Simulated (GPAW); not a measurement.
ZnS (Wurtzite-2H):

```xyz
4
Lattice="3.8110 0.0000 0.0000 -1.9055 3.3004 0.0000 0.0000 0.0000 6.2340" Properties=species:S:1:pos:R:3 pbc="T T T"
Zn    1.9055    1.1001    3.1170
Zn    0.0000    2.2003    0.0000
S     1.9055    1.1001    5.5171
S     0.0000    2.2003    2.4001
```

- Program: GPAW 26.7.0
- Task: relaxation of cell and atoms
- Functional: SCAN
- Potentials or basis: GPAW PAW data sets (gpaw-data 1.2.1)
- Cutoff: 600 eV
- Basis: pw
- k mesh: 6 × 6 × 3
- Occupations: fermi-dirac, width 0.05 eV
- Spin: no spin polarisation

At the start: pressure -0.7 GPa; volume 19.60 Å³/atom.

Task: How do energy, volume and symmetry change on relaxing?

Result: Over 13 steps the energy falls by 6.0 meV/atom and the volume is 19.39 Å³/atom (-1.1 %); space group P6_3mc (No. 186, to 0.05 Å).

Step by step:
| step | energy change (eV) | largest force (eV/Å) | pressure (GPa) | volume (Å³) |
| --- | --- | --- | --- | --- |
| 1 | 0.0000 | 0.3195 | -0.70 | 78.41 |
| 2 | -0.0061 | 0.2786 | -0.68 | 78.34 |
| 3 | -0.0215 | 0.0833 | -0.25 | 77.81 |
| 4 | -0.0226 | 0.0243 | -0.35 | 77.89 |
| 5 | -0.0228 | 0.0136 | -0.30 | 77.84 |
| 6 | -0.0234 | 0.0207 | -0.05 | 77.60 |
| 7 | -0.0236 | 0.0175 | 0.10 | 77.44 |
| 8 | -0.0237 | 0.0061 | 0.18 | 77.37 |
| 9 | -0.0238 | 0.0132 | 0.17 | 77.38 |
| 10 | -0.0239 | 0.0196 | 0.12 | 77.42 |
| 11 | -0.0240 | 0.0191 | 0.05 | 77.49 |
| 12 | -0.0240 | 0.0113 | 0.00 | 77.54 |
| 13 | -0.0241 | 0.0051 | -0.01 | 77.54 |

Final structure:
```xyz
4
Lattice="3.7920 0.0000 0.0000 -1.8960 3.2839 0.0000 0.0000 0.0000 6.2271" Properties=species:S:1:pos:R:3 pbc="T T T"
Zn    1.8960    1.0946    3.1454
Zn    0.0000    2.1893    0.0318
S     1.8960    1.0946    5.4741
S     0.0000    2.1893    2.3605
```

Caveat: later steps reuse the first step's grids; the PAW data sets were made with another functional, which shifts forces and pressure a little.
